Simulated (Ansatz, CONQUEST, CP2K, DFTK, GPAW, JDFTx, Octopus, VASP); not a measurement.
**TiCo: programs and potentials compared**

```
Co Ti
1.0
     2.98611    0.00000    0.00000
     0.00000    2.98611    0.00000
     0.00000    0.00000    2.98611
Co Ti
1 1
Direct
  0.50000 0.50000 0.50000
  0.00000 0.00000 0.00000
```

The cell comes from a database or a generator and needn't be the stable form of this composition.

Alike in all runs: task single point; functional PBE; k mesh 9 × 9 × 9; occupations fermi-dirac, width 0.05 eV; collinear spin, ferromagnetic start; no spin-orbit coupling. Pressure is positive in compression and, in plane waves, holds the error of the finite cutoff, which Ansatz's Pulay term estimates and takes out.

| program and potentials | plane-wave cutoff (eV) | notes | pressure (GPa) | net moment per atom (μB) |
| --- | --- | --- | --- | --- |
| Ansatz, Ansatz PAW | 420 | 14.5 valence electrons an atom on average; Pulay term of +0.08 GPa included | -0.54 | 0.41 |
| Octopus, pseudodojo_pbe (PseudoDojo 0.5, PBE) | - | 14.5 valence electrons an atom on average | - | 0.41 |
| CP2K, POTENTIAL_UZH Co GTH-PBE-q17, Ti GTH-PBE-q12; TZVP-MOLOPT-PBE-GTH basis | - | atomic basis; 14.5 valence electrons an atom on average | 0.48 | 0.43 |
| CONQUEST, PseudoDojo NC PBE, DZP, grid cutoff 150 Ha | - | atomic basis; 14.5 valence electrons an atom on average | 1.67 | 0.41 |
| VASP, PBE PAW files Co, Ti_sv, 520 eV | 520 | 10.5 valence electrons an atom on average | ? | ? |
| Ansatz, all-electron LAPW, scalar-relativistic | - | - | -0.49 | 0.42 |
| CP2K, POTENTIAL_UZH Co GTH-PBE-q17; GTH_POTENTIALS Ti GTH-PBE-q12; TZVP-MOLOPT-PBE-GTH, TZVP-MOLOPT-SR-GTH basis | - | atomic basis; 14.5 valence electrons an atom on average | 0.66 | 0.43 |
| GPAW, GPAW PAW data sets (gpaw-data 1.2.1) | 600 | 10.5 valence electrons an atom on average | -1.02 | 0.41 |
| DFTK, PseudoDojo SR PBE 0.4.1 standard (PBE) | 1306 | 14.5 valence electrons an atom on average | -0.49 | 0.41 |
| JDFTx, PseudoDojo-SR-PBE-0.5-standard | 1306 | 14.5 valence electrons an atom on average | -0.38 | 0.41 |

Problem. Estimate from the other rows what the run with VASP, PBE PAW files Co, Ti_sv, 520 eV gave.

Solution. Pressure -1.12 GPa; net moment per atom 0.40 μB. The other rows, which needn't bracket it: pressure -1.02 to 1.67; net moment per atom 0.41 to 0.43.
